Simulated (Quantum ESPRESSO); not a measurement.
MnS:

```
Mn S
1.0
     0.00000    2.60450    2.60450
     2.60450    0.00000    2.60450
     2.60450    2.60450    0.00000
Mn S
1 1
Direct
  0.00000 0.00000 0.00000
  0.50000 0.50000 0.50000
```

Base run:

| Property | Result |
| --- | --- |
| Program | Quantum ESPRESSO 7.5 |
| Functional | LDA |
| Potentials or basis | GBRV 1.5 LDA |
| Cutoff | 612 eV |
| Density cutoff | 4898 eV |
| k mesh | 9 × 9 × 9 |
| Occupations | fermi-dirac, width 0.05 eV |
| Spin | collinear spin, ferromagnetic start |
| Starting moments | [4.0, 0.0] μB |

Its results: band gap on the k mesh none (metal or under the smearing width); pressure -11.7 GPa; net moment 4.57 μB per cell; site moments Mn +4.08; S +0.14 μB.

Question: The run is repeated on the same cell with these changes: functional from LDA to PBEsol; potentials or basis from GBRV 1.5 LDA to GBRV 1.5 PBEsol. What comes out?

Answer: Band gap on the k mesh none (metal or under the smearing width); pressure -7.2 GPa; net moment 4.70 μB per cell; site moments Mn +4.20; S +0.14 μB.

Caveats: a cell with one magnetic atom can't hold antiferromagnetic order, which such compounds often take; semilocal functionals often make such compounds metallic where correlation or magnetic order opens a gap, which also shifts bond lengths.
